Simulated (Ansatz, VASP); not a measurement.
**Be2H3 in VASP and in Ansatz**

```
Be H
1.0
     3.10229    0.00000    0.00000
     0.00000    3.10229    0.00000
     0.00000    0.00000    3.73357
Be H
2 3
Direct
  0.50000 0.50000 0.00000
  0.00000 0.00000 0.00000
  0.50000 0.50000 0.50000
  0.00000 0.00000 0.60478
  0.00000 0.00000 0.39522
```

Alike in both runs: functional PBE; k mesh 12 × 12 × 10; occupations gaussian, width 0.1 eV; no spin polarisation.

Ansatz relaxed the structure, and its values are those at the end. VASP's run is a single point on that final structure, the one shown.

|  | VASP | Ansatz |
| --- | --- | --- |
| version | VASP 6.6.1 | Ansatz 0.2.0 |
| potentials or method | VASP PAW PBE potentials, release 64 (Be, H) | scalar-relativistic, plane waves, PAW |
| plane-wave cutoff (eV) | 520 | 420 |
| valence electrons in the cell | 7 | 7 |

|  | VASP | Ansatz | Ansatz less VASP |
| --- | --- | --- | --- |
| gap on the k mesh at the Fermi level (eV) | none | none | - |
| pressure (GPa) | -0.1 | 0.0 | +0.13 |

A gap of «none» marks a metal or a gap that the smearing closes. The functional is the same, so the differences come from potentials, cutoffs and numerics.
